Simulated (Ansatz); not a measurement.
## Which structure for PbTe?

Computed with Ansatz (plane waves, PAW, 420 eV cutoff): PBE, scalar-relativistic, spin polarisation where moments were expected, Gaussian smearing of 0.05 eV.

3 relaxed cells of PbTe are compared, each from another structure type and at zero pressure. Energies are at 0 K and, with meshes that differ between cells, good to about 5 meV/atom.

Question: Rank these starts by the energy of their relaxed cells, lowest first (meV/atom above the lowest).
A. NiAs-type
B. CsCl-type
C. WC-type

Answer: A (0), C (83), B (194).

| start | final group | ΔE (meV/atom) | V (Å³/atom) | gap (eV) | B0 (GPa) | unlike neighbours of Pb | their mean distance (Å) |
| --- | --- | --- | --- | --- | --- | --- | --- |
| NiAs-type | P6_3/mmc | 0 | 36.01 | metal | 37 | 6 | 3.31 |
| WC-type* | P-6m2 | 83 | 36.05 | metal | 33 | 6 | 3.32 |
| CsCl-type | Pm-3m | 194 | 32.10 | metal | 41 | 8 | 3.47 |

Unlike neighbours are counted within 20 % of the shortest unlike distance from the first Pb site.

The lowest is the NiAs-type start (final group P6_3/mmc), 83 meV/atom under the WC-type start (final group P-6m2); for scale, kT at 300 K is 26 meV. The bonds lengthen as the coordination of Pb rises (3.31 Å with 6 neighbours, a mean of 2 cells, 3.47 Å with 8 neighbours), since the same electrons are shared among more bonds, and yet the volume falls (36.0, 32.1 Å³/atom), because higher coordination packs the atoms more densely.

Question: Pressure favours denser forms. At roughly what pressure would one of these overtake the lowest?

Answer: The CsCl-type start (final group Pm-3m). Enthalpies E + PV meet where P = ΔE/ΔV = 0.194 eV / (36.01 − 32.10) Å³ × 160.2 GPa Å³/eV ≈ 7.9 GPa. This takes both volumes at zero pressure; it is 22 % of the lower form's bulk modulus, so compression changes it a good deal and the figure is a rough guide only. A structure not listed may step in earlier.

Only the structures tried are compared; a structure that wasn't tried may lie lower. * A small displacement or strain of this cell lowered its energy, so it isn't a true minimum. The heavy elements are treated without spin–orbit coupling.

All runs used the PAW datasets of the set soft_2.
